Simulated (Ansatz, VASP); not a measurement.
# Cross-check of AsSe between VASP and Ansatz, part 2 of 2

Wanted: the spread between two codes on one cell, functional and k mesh. Of the first pair: The structure shown is the start of the Ansatz relaxation below; VASP solves that cell, so the two are compared at the walk's first step.

VASP 6.6.1 and Ansatz 0.2.0.

So far: Set-up; Ansatz: relaxation, PBE; VASP: single point, PBE, start cell, pair 1.

## (3) VASP: single point, PBE, start cell, pair 1 (continued)

Level of this step: PBE; plane waves and PAW (Se, As) (VASP).

Numbers of over 12 decimals in the logs are rounded to 6 here.

OUTCAR, selected parts (step 3):

```text
ion  position               nearest neighbor table
   1  0.969  0.969  0.291-   3 2.54   4 2.70   4 2.70   4 2.70
   2  0.475  0.475  0.358-   4 2.54   3 2.70   3 2.70   3 2.70
   3  0.000  1.000  0.375-   1 2.54   2 2.70   2 2.70   2 2.70
   4  0.445  0.445  0.273-   2 2.54   1 2.70   1 2.70   1 2.70

  LATTYP: Found a base centered orthorhombic cell.
 ALAT       =     5.2955336344
 B/A-ratio  =     1.0508786774
 C/A-ratio  =     5.6507980245

 Subroutine GETGRP returns: Found  4 space group operations
 (whereof  2 operations were pure point group operations)

The static configuration has the point symmetry C_1h.
 The point group associated with its full space group is C_2h.

 Found     16 irreducible k-points:

   k-points           NKPTS =     16   k-points in BZ     NKDIM =     16   number of bands    NBANDS=     17

   dimension x,y,z NGX =    28 NGY =   28 NGZ =  196
   dimension x,y,z NGXF=    56 NGYF=   56 NGZF=  392

   ENCUT  =  400.0 eV  29.40 Ry    5.42 a.u.   6.26  6.26 48.80*2*pi/ulx,y,z

   NELECT =      22.0000    total number of electrons

 k-points in reciprocal lattice and weights: Automatic mesh
   0.00000000  0.00000000  0.00000000       0.020
   0.14285714  0.00000000  0.00000000       0.082
   0.28571429  0.00000000  0.00000000       0.082
   0.42857143  0.00000000  0.00000000       0.082
   0.14285714  0.14285714  0.00000000       0.041
   0.28571429  0.14285714  0.00000000       0.082
   0.42857143  0.14285714  0.00000000       0.082
  -0.42857143  0.14285714  0.00000000       0.082
  -0.28571429  0.14285714  0.00000000       0.082
[...]
0.42857143  0.42857143  0.00000000       0.041
  -0.42857143  0.42857143  0.00000000       0.041

 dipolmoment           0.000000      0.000000      0.000000 electrons x Angstroem

 average (electrostatic) potential at core
       1 -61.7558       2 -61.7558       3 -57.9548       4 -57.9548

 E-fermi :  -2.1094

 k-point     1 :       0.0000    0.0000    0.0000
  band No.  band energies     occupation
    ...
      7      -6.8790      2.00000
      8      -5.7452      2.00000
      9      -5.0797      2.00000
     10      -4.2223      2.00000
     11      -2.6451      1.99996
     12      -0.2904      0.00000
     13      -0.0537      0.00000
     14       0.0553      0.00000
     15       0.8125      0.00000
     16       1.1372      0.00000
    ...

 k-point     2 :       0.1429    0.0000    0.0000
  band No.  band energies     occupation
    ...
      7      -6.7520      2.00000
      8      -5.3441      2.00000
      9      -4.8475      2.00000
     10      -4.3942      2.00000
     11      -2.6322      1.99994
     12      -1.1193      0.00000
     13      -0.3806      0.00000
     14       0.2865      0.00000
     15       0.3449      0.00000
     16       0.9179      0.00000
    ...

 k-point     3 :       0.2857    0.0000    0.0000
  band No.  band energies     occupation
    ...
      8      -5.1123      2.00000
      9      -4.7570      2.00000
     10      -4.0872      2.00000
     11      -2.5149      1.99940
     12      -2.3048      1.96065
     13      -1.8491      0.01092
     14      -0.7815      0.00000
     15      -0.0148      0.00000
     16       0.1945      0.00000
     17       2.0221      0.00000

  Total        2.2934042      2.3862695      2.1083925     -0.9352567      0.0185912      0.0195369
  in kB        8.3335418      8.6709864      7.6612650     -3.3984419      0.0675547      0.0709913
  external PRESSURE =       8.2219310 kB  Pullay stress =       0.0000000 kB

  energy-cutoff  :      400.00
  volume of cell :      440.92
      direct lattice vectors                 reciprocal lattice vectors
     3.840947000  0.000000000  0.000000000     0.260352460 -0.012925724  0.000000000
     0.190457000  3.836222000  0.000000000     0.000000000  0.260673131  0.000000000
     0.000000000  0.000000000 29.923991000     0.000000000  0.000000000  0.033418002

 POSITION                                       TOTAL-FORCE (eV/Angst)
 -----------------------------------------------------------------------------------
      3.90706      3.71790      8.69308         0.104152      0.099110     -1.267433
      1.91654      1.82375     10.69929        -0.104152     -0.099110      1.267433
      0.19046      3.83622     11.22718         0.074587      0.070976     -0.136101
      1.79219      1.70542      8.16519        -0.074587     -0.070976      0.136101
 -----------------------------------------------------------------------------------
    total drift:                               -0.000131      0.000184     -0.000019

  FREE ENERGIE OF THE ION-ELECTRON SYSTEM (eV)
  ---------------------------------------------------
  free  energy   TOTEN  =       -15.1831225183 eV

  energy  without entropy=      -15.1646715306  energy(sigma->0) =      -15.17389702

 vacuum level on the upper side and lower side of the slab         1.908         1.908

 total charge
# of ion       s       p       d       tot
------------------------------------------
    1        1.517   2.183   0.061   3.761
    2        1.517   2.183   0.061   3.761
    3        1.351   1.223   0.047   2.621
    4        1.351   1.223   0.047   2.621
--------------------------------------------------
tot          5.736   6.811   0.216  12.764

[... 3 further parts left out ...]
```

## (4) Comparison

Known differences besides the potentials themselves: Ansatz cuts the interaction across the vacuum, VASP repeats the sheet with a dipole correction (LDIPOL); the data sets hold 62 valence electrons in Ansatz (on its default PAW (the set named soft_2) files) and 22 in VASP; the cutoff is 420 eV in Ansatz and 400 eV in VASP. Total energies have different zeros and are not compared.

Forces (eV/Å; atoms numbered as in POSCAR):

```
atom         Ansatz x, y, z           VASP x, y, z
 Se1   0.110, 0.104, -1.250   0.104, 0.099, -1.267
 Se2  -0.110, -0.104, 1.250  -0.104, -0.099, 1.267
 As3   0.078, 0.075, -0.163   0.075, 0.071, -0.136
 As4  -0.078, -0.075, 0.163  -0.075, -0.071, 0.136
```

The forces differ by 14 meV/Å r.m.s., which is 2.6 % of the r.m.s. force of 0.525 eV/Å (both taken over all components). Where the cell holds vacuum, a pressure given here is an average over it and none of the material.

## (5) Ansatz: relaxation, PBE

This run makes the geometry at which the two programs are then compared.

The structure compared here is the end of the Ansatz relaxation.

This is the run of step 2 again, met here at its other cell.

## (6) VASP: single point, PBE, relaxed cell, pair 2

The same cell, functional, mesh and smearing now go to VASP, with its own data sets.

File INCAR:

```
SYSTEM = AsSe
PREC = Accurate
ENCUT = 400
EDIFF = 1E-06
NELM = 120
ISMEAR = -1
SIGMA = 0.05
LREAL = .FALSE.
ALGO = Normal
GGA = PE
NBANDS = 17
LORBIT = 11
LWAVE = .FALSE.
LCHARG = .FALSE.
ISIF = 2
LDIPOL = .TRUE.
IDIPOL = 3
DIPOL = 0.5 0.5 0.324
LVHAR = .TRUE.
LASPH = .TRUE.
GGA_COMPAT = .FALSE.
NELMDL = -8
KPAR = 2
```

File POSCAR:

```
AsSe
1.0
    4.1542321421     -0.0841777735      0.0000000000
    0.1219172432      4.1532958929      0.0000000000
    0.0000000000      0.0000000000     29.9239908765
Se As
2 2
Direct
    0.0310687823      0.0310687823      0.2803359518
    0.4134891277      0.4134891277      0.3677183862
    0.9462594673      0.9462594673      0.3578140667
    0.4982984427      0.4982984427      0.2902402714
```

File KPOINTS:

```
Automatic mesh
0
Gamma
7 7 1
0 0 0
```

Potentials, in the order of the species: Se and As (PBE family, release 64).

Started as:

```
> mpirun -np 2 vasp_std
```

Output:

```text
[... set-up lines as in an earlier step ...]
 entering main loop
       N       E                     dE             d eps       ncg     rms          rms(c)
DAV:   1     0.158923585459E+03    0.15892E+03   -0.55450E+03   544   0.700E+02
DAV:   2     0.791469969890E+01   -0.15101E+03   -0.14735E+03   890   0.140E+02
DAV:   3    -0.152968565989E+02   -0.23212E+02   -0.23079E+02   731   0.688E+01
DAV:   4    -0.158636917057E+02   -0.56684E+00   -0.56393E+00   738   0.133E+01
[...]
DAV:  23    -0.157515791620E+02   -0.36746E-05   -0.76154E-08   618   0.808E-04    0.174E-04
DAV:  24    -0.157515818835E+02   -0.27215E-05   -0.42240E-08   553   0.588E-04    0.870E-05
DAV:  25    -0.157515820651E+02   -0.18169E-06   -0.13949E-09   452   0.138E-04
   1 F= -.15751582E+02 E0= -.15746995E+02  d E =-.917411E-02
```

From OUTCAR (step 6):

```text
  Total        0.0244708      0.0251430      0.1980564     -0.0067696     -0.0296293     -0.0311379
  in kB        0.0758922      0.0779768      0.6142400     -0.0209948     -0.0918905     -0.0965692
  external PRESSURE =       0.2560364 kB  Pullay stress =       0.0000000 kB

 POSITION                                       TOTAL-FORCE (eV/Angst)
 -----------------------------------------------------------------------------------
      0.13285      0.12642      8.38877         0.002380      0.002265     -0.048810
      1.76814      1.68254     11.00360        -0.002380     -0.002265      0.048810
      4.04635      3.85044     10.70722        -0.012412     -0.011811      0.044457
      2.13080      2.02764      8.68515         0.012412      0.011811     -0.044457
 -----------------------------------------------------------------------------------
    total drift:                                0.000000      0.000000      0.000002

  FREE ENERGIE OF THE ION-ELECTRON SYSTEM (eV)
  ---------------------------------------------------
  free  energy   TOTEN  =       -15.7515820651 eV

  energy  without entropy=      -15.7424079520  energy(sigma->0) =      -15.74699501

[... 1 part as in an earlier step ...]

[... 2 further parts left out ...]
[key lines of the parts left out:]
E-fermi :  -2.0496
```

## (7) Differences

What differs besides the data sets and the points named for the pairs above, as far as they apply: the data sets hold 62 valence electrons in Ansatz (on its default PAW (the set named soft_2) files) and 22 in VASP. Total energies have different zeros and are not compared.

Forces (eV/Å; atoms numbered as in POSCAR):

```
atom          Ansatz x, y, z           VASP x, y, z
 Se1  -0.001, -0.001, -0.002   0.002, 0.002, -0.049
 Se2     0.001, 0.001, 0.002  -0.002, -0.002, 0.049
 As3   -0.001, -0.001, 0.001  -0.012, -0.012, 0.044
 As4    0.001, 0.001, -0.001   0.012, 0.012, -0.044
```

The forces differ by 27 meV/Å r.m.s., where the r.m.s. force is 0.001 eV/Å in Ansatz and 0.028 eV/Å in VASP: the atoms lie near their places of rest in Ansatz, so a percentage would say little (all taken over all components). Where the cell holds vacuum, a pressure given here is an average over it and none of the material.

## (8) What the set-up changes

Further runs change the set-up of one program: Ansatz's method, potentials or start, or VASP's data sets, cutoff or form of LDA. The table gives that difference for each run.

```
                                                           run  r.m.s. force difference (meV/Å)
                                                      as above                               27
VASP with the data sets Se and As_sv_GW and a cutoff of 540 eV                               13
```

## (9) Results

```yaml
r_m_s_force_difference_single_point_pbe_start_cell_pair_1: 2.6 % of the r.m.s. force
r_m_s_force_difference_single_point_pbe_relaxed_cell_pair_2: 27 meV/Å
```

In words: The r.m.s. force difference is 27 meV/Å (single point, PBE, relaxed cell, pair 2), beyond the 12 meV/Å picked in this series as the mark of a large difference. The data sets hold unlike numbers of valence electrons (62 in Ansatz and 22 in VASP), so part of the differences may come from the potentials. Single point, PBE, relaxed cell, pair 2, VASP with the data sets Se and As_sv_GW and a cutoff of 540 eV: r.m.s. force difference goes from 27 to 13 meV/Å. How closely two codes agree says nothing of how well the functional describes the real material.

[Lines on the potential files, build, host, timing and source positions are cut from VASP's logs without a mark.]

[Logs are printed without paths, hosts, clocks, repeated set-up lines and the standing remarks that a program may print on its own settings, such as how far it seeks lower states.]

[Hosts, paths, dates, database ids (printed as entryN), source tags and the programs' standing remarks are cut or masked in the printed files.]
